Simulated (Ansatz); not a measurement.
# WS2 (Tungstenite) (P6_3/mmc) in Ansatz: further runs

The runs below take WS2 (Tungstenite) through band structure, single point, equation of state, with BLYP, LDA.

Everything below comes from runs of Ansatz 0.2.0. Logs are shortened: lines on timing, memory, paths and dates and some standing lists are left out, and cuts for length are marked.

**1. The crystal as given**

It takes space group P6_3/mmc (No. 194, hexagonal). Conventional cell: a = 3.180 Å, b = 3.180 Å, c = 12.500 Å, α = 90.00°, β = 90.00°, γ = 120.00°. W (site symmetry -6m2) is surrounded by 6 S at 2.41 Å. Around S (site symmetry 3m) lie 3 W at 2.41 Å.

**2. Band structure, BLYP**

input.yaml reads:

```yaml
crystal:
  lattice:
    - [3.18, 0.0, 0.0]
    - [-1.59, 2.753960784, 0.0]
    - [0.0, 0.0, 12.5]
  atoms:
    - { symbol: W, position: [0.6666666667, 0.3333333333, 0.75] }
    - { symbol: W, position: [0.3333333333, 0.6666666667, 0.25] }
    - { symbol: S, position: [0.6666666667, 0.3333333333, 0.375] }
    - { symbol: S, position: [0.3333333333, 0.6666666667, 0.875] }
    - { symbol: S, position: [0.6666666667, 0.3333333333, 0.125] }
    - { symbol: S, position: [0.3333333333, 0.6666666667, 0.625] }
hamiltonian:
  xc: blyp
  pseudopotentials: { kind: paw }
kpoints:
  mp_grid: { grid: [10, 10, 3] }
  band_path:
    path:
      - [[0.0, 0.0, 0.0], [0.5, 0.0, 0.0], [0.3333333333, 0.3333333333, 0.0], [0.0, 0.0, 0.0], [0.0, 0.0, 0.5], [0.5, 0.0, 0.5], [0.3333333333, 0.3333333333, 0.5], [0.0, 0.0, 0.5]]
      - [[0.5, 0.0, 0.5], [0.5, 0.0, 0.0]]
      - [[0.3333333333, 0.3333333333, 0.0], [0.3333333333, 0.3333333333, 0.5]]
    npoints: 14
scf:
  occupations: { method: fermi_dirac, width: 0.05 }
  n_extra_bands: 15
output:
  forces: true
  stress: true
  eigenvalues: true
  fatbands: false
```

Potentials or basis: Ansatz PAW.

Run with:

```bash
ansatz run input.yaml --threads 2 --pin off --max-ram 5120MiB --backend cpu --events-out ev --progress --plain --runs-dir out
```

The program printed:

```text
Warning: RAYON_NUM_THREADS=2 ignored (pool sized by the plan → 2); use --threads N
scf.n_extra_bands = 15 over 26 filled bands (N_el = 52.0): the run solves 41 bands
Engine: ansatz 0.2.0, aarch64-unknown-linux-gnu
Pseudopotentials: kind: paw
Pseudopotential: W, paw, valence charge 14, recommended cutoff 420 eV (normal), W.paw.azcp
Pseudopotential: S, paw, valence charge 6, recommended cutoff 420 eV (normal), S.paw.azcp
Functional definition: BLYP
  parameter beta = 0.0042
  parameter a = 0.04918
  parameter b = 0.132
  parameter c = 0.2533
  parameter d = 0.349
  exchange = b88_x(beta = beta)
  correlation = lyp_c(a = a, b = b, c = c, d = d)
Crystal: 6 atoms, lattice volume = 109.470 Å³
Basis set: ecut = 420 eV, 2129 PW (Γ), exchange–correlation on 48×48×180 points (8 copies of the dense FFT grid, shifted against one another)
Bands: 41, of which v1, the nominal top of the filled ones, is band 26 counted from 1 (25 counted from 0)
Symmetry: 24 space group operations
Space group: P63/mmc (ITA 194), of the structure as read, at distance tolerance 4.8e-5 Å
k-points: 28 of 300
Non-local potential: W, projectors of the file, l = 0: 3, l = 1: 2, l = 2: 2, l = 3: 1
Non-local potential: S, projectors of the file, l = 0: 2, l = 1: 2, l = 2: 2
PAW form: soft (Blöchl's): semilocal exchange-correlation on the pseudo side does not see the compensation charge
PAW frozen core: W, regenerated for the run's functional, and the local potential with it (the file was generated under x = pbe(κ = 0.804, μ = 0.2195149727645171), c = pbe(β = 0.06672455060314922))
PAW frozen core: S, regenerated for the run's functional, and the local potential with it (the file was generated under x = pbe(κ = 0.804, μ = 0.2195149727645171), c = pbe(β = 0.06672455060314922))
PAW one-centre angular grid: W, 590 points (default); XC on 64 Gauss nodes
PAW one-centre angular grid: S, 110 points (default); XC on 64 Gauss nodes
Initial density: superposition of atomic densities (neutral atoms: chi_scale 0, normalization atom), corrected by the library's trained network
Initial wavefunctions: pseudopotential atomic-orbital guess
Functional: x = b88, c = lyp
SCF iter   1: F=—  HF=-24448.770182 eV  |F-HF|=—  |Δ(HF+E_count)|=         —  Δρ=1.06e-2  dr2=1.25e-1  ethr=1.77e-3  ⟨swp⟩=6.2  Hψ=5531  notcnv=0  defer=32
preconditioner: auto → Resta (q_TF=auto, 2.410 Å⁻¹)  ε∞=4.7  [insulator: Δε(μ)=1.152 eV  Ē_g=11.103 eV  σ=0.050 eV  W_gap=1.00  n_scr=26 (ndim 8)  ℏωp=21.3 eV  f_vac=0.025  D(μ)=0.00/eV (n_scr^D=0)  ε∞_Penn≈4.7]
SCF iter   2: F=—  HF=-24448.747081 eV  |F-HF|=—  |Δ(HF+E_count)|=   2.31e-2  Δρ=5.33e-3  dr2=2.78e-2  ethr=2.40e-4  ⟨swp⟩=2.6  Hψ=1914  notcnv=0  defer=189
SCF iter   3: F=—  HF=-24448.743968 eV  |F-HF|=—  |Δ(HF+E_count)|=   3.11e-3  Δρ=2.28e-3  dr2=7.94e-3  ethr=5.35e-5  ⟨swp⟩=2.7  Hψ=1753  notcnv=0  defer=189
SCF iter   4: F=—  HF=-24448.743399 eV  |F-HF|=—  |Δ(HF+E_count)|=   5.69e-4  Δρ=4.42e-4  dr2=1.98e-4  ethr=1.53e-5  ⟨swp⟩=2.6  Hψ=1476  notcnv=0  defer=189
SCF iter   5: F=—  HF=-24448.743465 eV  |F-HF|=—  |Δ(HF+E_count)|=   6.62e-5  Δρ=7.73e-5  dr2=7.14e-6  ethr=3.82e-7  ⟨swp⟩=2.0  Hψ=1379  notcnv=0  defer=189
SCF iter   6: F=—  HF=-24448.743513 eV  |F-HF|=—  |Δ(HF+E_count)|=   4.79e-5  Δρ=2.48e-5  dr2=9.31e-7  ethr=1.37e-8  ⟨swp⟩=2.5  Hψ=1562  notcnv=0  defer=189
SCF iter   7: F=-24448.743513 eV  HF=-24448.743513 eV  |F-HF|=4.05e-8  |Δ(HF+E_count)|=   1.81e-7  Δρ=4.61e-6  dr2=5.89e-8  ethr=1.92e-10  ⟨swp⟩=10.0  Hψ=5950  notcnv=0
SCF 1 converged in 7 iterations: F = -24448.743513 eV  dr2 = 5.89e-8
NSCF: frozen V_eff on 129 k-points
SCF converged after 7 iterations
Free energy (F): -24448.743513 eV
Harris-Foulkes:  -24448.743513 eV  (|F-HF|=4.05e-8)
Internal energy: -24448.743513 eV  (E = F + TS)
E sigma→0 (E₀):  -24448.743513 eV
Entropy (-TS):   -0.000000 eV (-0.000 meV/atom)
Fermi energy:    12.162622 eV
--- Per-component energies (eV) ---
  E_band       = -374.584284
  E_kinetic    = 1339.573428
  E_local      = -3652.590891  (includes V_loc(G=0)·N_el)
  E_nonlocal   = 118.162938
  E_hartree    = 1452.679438
  E_xc         = -914.097403
  E_vxc        = -813.492557  (∫ρ·V_xc dr)
  E_paw        = -19605.158923  (= ΣΔE_a)
  E_vpaw       = -271.609959  (= ΣTr[D̂ρ^β])
  E_aug_tail   = -0.000113  (compensation charges beyond the density's cutoff)
  E_ewald      = -3187.763116
  E_core_change = 0.451128  (= ΣΔE_core)
  E_smearing   = -0.000000  (= −TS)
  E_closure    = -0.000000  (closes the sum)
  Σ components = -24448.743513   (vs F -24448.743513, Δ=0.00e0)
--- Forces (eV/Å), atoms counted from 1 ---
  atom   1  W      0.00000000    -0.00000000     0.00000000
  atom   2  W      0.00000000     0.00000000    -0.00000000
  atom   3  S      0.00000000    -0.00000000     0.52690013
  atom   4  S      0.00000000     0.00000000     0.52690013
  atom   5  S      0.00000000    -0.00000000    -0.52690013
  atom   6  S     -0.00000000     0.00000000    -0.52690013
  max |Σ_I F_I| component: 1.04e-17 eV/Å
--- Stress (GPa, compression-positive) ---
        9.752035       0.000000      -0.000000
       -0.000000       9.752035      -0.000000
       -0.000000      -0.000000       9.008132
  P = ⅓ Tr σ = 9.5041 GPa (95.041 kbar)
--- Band table (eV; the first three rows and the last of 28) ---
  k-point 0: bands = ["-62.9570", "-62.9570", "-27.2352", "-27.2352", "-27.0936", "-27.0936", "-27.0936", "-27.0936", "-3.8107", "-3.6251", "-2.2824", "-1.9318", "4.3034", "5.2181", "8.0278", "8.1404", "8.1404", "8.1521", "8.1521", "9.3382", "9.3382", "9.3806", "9.3806", "10.0964", "10.5874", "11.6557", "13.9020", "13.9020", "13.9120", "13.9120", "13.9620", "13.9620", "14.1106", "14.1106", "16.4089", "16.6614", "19.6216", "20.0561", "20.0562", "21.3512", "21.3976"]
  k-point 1: bands = ["-62.9570", "-62.9570", "-27.2352", "-27.2352", "-27.0936", "-27.0936", "-27.0936", "-27.0936", "-3.7702", "-3.6784", "-2.1897", "-2.0155", "4.4939", "4.9385", "8.1433", "8.1433", "8.1491", "8.1491", "8.4613", "9.3488", "9.3488", "9.3606", "9.3700", "9.3700", "11.1139", "11.5255", "13.8991", "13.8991", "13.9000", "13.9000", "14.0082", "14.0082", "14.0785", "14.0785", "16.4764", "16.6027", "19.7221", "19.9385", "20.2859", "20.8930", "21.4835"]
  k-point 2: bands = ["-62.9554", "-62.9554", "-27.2294", "-27.2293", "-27.1261", "-27.1261", "-27.1012", "-27.1012", "-3.6493", "-3.4641", "-2.2173", "-1.8822", "4.4984", "5.4113", "7.7384", "7.7481", "7.7615", "8.2964", "8.3151", "8.7714", "9.0899", "9.1377", "9.4315", "10.2833", "10.5860", "11.3510", "13.6611", "13.7853", "13.8111", "13.8713", "13.8921", "13.9835", "14.1722", "14.2249", "17.1201", "17.3633", "20.0667", "20.2041", "20.6467", "20.9960", "21.3022"]
  k-point 27: bands = ["-62.9383", "-62.9383", "-27.3565", "-27.3565", "-27.2864", "-27.2864", "-27.1669", "-27.1669", "-1.3998", "-1.3806", "-1.2761", "-1.2573", "5.3579", "5.4183", "5.5568", "5.5815", "6.8061", "6.8137", "7.1083", "7.2045", "7.7748", "7.9176", "8.6803", "8.8223", "10.8132", "10.8855", "13.0065", "13.0178", "14.1282", "14.5499", "14.8308", "14.9133", "16.2447", "16.4311", "17.8014", "17.8602", "18.3192", "18.9987", "20.3154", "20.4792", "21.9793"]
```

Run time: 9 s. Hardware: 2 threads of Arm Neoverse V2, shared host; peak memory 0.52 GiB.

Results:

* Free energy: -24448.7435 eV
* Pressure: 9.5 GPa
* Largest force: 0.527 eV/Å
* Band gap on the k mesh: 1.13 eV, indirect (least direct gap 2.08 eV)
* Band gap along the path: 1.06 eV, indirect (least direct gap 1.75 eV)

Forces on the atoms (eV/Å):
```
W    0.000  0.000  0.000
W    0.000  0.000  0.000
S    0.000  0.000  0.527
S    0.000  0.000  0.527
S    0.000  0.000 -0.527
S    0.000  0.000 -0.527
```

Levels at the corners of the path, in eV from the valence-band top:
```csv
point,band 22,band 23,band 24,band 25,band 26,band 27,band 28,band 29,band 30,band 31
Γ,-2.28,-2.28,-1.56,-1.07,0.00,2.25,2.25,2.26,2.26,2.31
M,-2.68,-2.00,-1.84,-1.56,-1.42,2.14,2.18,2.52,2.72,3.16
K,-3.95,-2.90,-2.90,-0.73,-0.58,1.17,1.17,2.21,3.26,3.27
Γ,-2.28,-2.28,-1.56,-1.07,0.00,2.25,2.25,2.26,2.26,2.31
A,-2.30,-2.30,-2.30,-0.30,-0.30,2.24,2.24,2.24,2.24,2.39
L,-2.78,-1.92,-1.92,-1.48,-1.48,2.15,2.15,2.63,2.63,3.45
H,-3.69,-3.03,-3.03,-0.66,-0.66,1.17,1.17,2.67,2.67,3.33
A,-2.30,-2.30,-2.30,-0.30,-0.30,2.24,2.24,2.24,2.24,2.39
L,-2.78,-1.92,-1.92,-1.48,-1.48,2.15,2.15,2.63,2.63,3.45
M,-2.68,-2.00,-1.84,-1.56,-1.42,2.14,2.18,2.52,2.72,3.16
K,-3.95,-2.90,-2.90,-0.73,-0.58,1.17,1.17,2.21,3.26,3.27
H,-3.69,-3.03,-3.03,-0.66,-0.66,1.17,1.17,2.67,2.67,3.33
```

Caveat: the k mesh misses the band edges, so the gap on the mesh is wider than the one along the path; spin-orbit coupling is left out, which moves the levels of the heavy elements; this functional lacks dispersion, which binds the layers, so the pressure and a relaxed spacing across them are unreliable; the PAW data sets come from PBE, with cores solved anew for the run's functional, which leaves a small shift of forces and pressure.

(Continued in part 2 of 2.)
